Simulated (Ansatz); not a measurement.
CaF2 (fluorite)

```yaml
crystal:
  lattice:
    - [0.00000, 5.51106, 5.51106]
    - [2.75553, 0.00000, 2.75553]
    - [2.75553, 2.75553, 0.00000]
  atoms:
    - { symbol: Ca, position: [0.00000, 0.00000, 0.00000] }
    - { symbol: Ca, position: [0.50000, 0.00000, 0.00000] }
    - { symbol: F, position: [0.37500, 0.75000, 0.75000] }
    - { symbol: F, position: [0.87500, 0.75000, 0.75000] }
    - { symbol: F, position: [0.12500, 0.25000, 0.25000] }
    - { symbol: F, position: [0.62500, 0.25000, 0.25000] }
```

A phonon eigenvector at L = (0.5, 0.0, 0.0) is frozen into this cell: atom i moves by Q times the vector below, so Q is the largest atomic displacement, in Å. The cell is held. (q is in reciprocal vectors of the primitive cell; the cell shown is doubled to hold the pattern.)

```tsv
atom	x	y	z
Ca1	-0.497	0.497	0.497
Ca2	0.497	-0.497	-0.497
F3	0.577	-0.577	-0.577
F4	-0.577	0.577	0.577
F5	-0.577	0.577	0.577
F6	0.577	-0.577	-0.577
```

These are PBE (plane waves to 420 eV, PAW, scalar-relativistic; Ansatz, a first-principles code) values and carry that method's errors. k mesh 5×10×10 (Γ-centred), Fermi-Dirac smearing 0.05 eV. CaF2 was relaxed with its symmetry unable to fall. 

```
Q (Å)   −dE/dQ from forces (eV/Å)
------  -------------------------
-0.280                     18.920
-0.233                     12.419
-0.187                      7.973
-0.140                      4.938
-0.093                      2.832
-0.047                      1.285
0.000                       0.000
0.047                      -1.285
0.093                      -2.832
0.140                      -4.938
0.187                      -7.973
0.233                     -12.419
0.280                     -18.920
```

### Question
What harmonic wavenumber does the curvature at Q = 0 give?

### Answer
231 cm⁻¹. E″ = 26.59 eV/Å², M = Σ mᵢ|uᵢ|² = 135.4 u, ν̃ = 521.5·√(|E″|/M).

(A displaced cell: forces are minus the slopes of the energy, force constants its curvatures, and phonons follow from these.)
